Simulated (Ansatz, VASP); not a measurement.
# MnS in VASP and in Ansatz

```
Mn S
1.0
     0.00000    2.60450    2.60450
     2.60450    0.00000    2.60450
     2.60450    2.60450    0.00000
Mn S
1 1
Direct
  0.00000 0.00000 0.00000
  0.50000 0.50000 0.50000
```

Alike in both runs: task single point; functional PBE; k mesh 9 × 9 × 9; occupations gaussian, width 0.05 eV; collinear spin, ferromagnetic start.

|  | VASP | Ansatz |
| --- | --- | --- |
| version | VASP 6.6.1 | Ansatz 0.2.0 |
| potentials or method | VASP PAW PBE potentials, release 64 (Mn_pv, S) | Ansatz PAW |
| plane-wave cutoff (eV) | 520 | 420 |
| valence electrons in the cell | 19 | 21 |

```csv
,VASP,Ansatz,Ansatz less VASP
gap on the k mesh at the Fermi level (eV),none,none,-
pressure (GPa),-2.9,-2.9,+0.01
net moment per atom (μB),2.36,2.36,0.000
size of the moment on the site where the two differ most (μB),4.26,4.21,-0.047
```

Site moments also hang on the region over which each program counts them. A gap of «none» marks a metal or a gap that the smearing closes. With one functional, cell and mesh, what is left measures potentials, basis and numerics. The two sets of potentials don't hold the same shells in valence.

Caveats: a cell with one magnetic atom can't hold antiferromagnetic order, which such compounds often take; semilocal functionals often make such compounds metallic where correlation or magnetic order opens a gap, which also shifts bond lengths. With open d or f shells a metallic result of PBE can be an artefact of self-interaction; +U or a hybrid may open a gap.
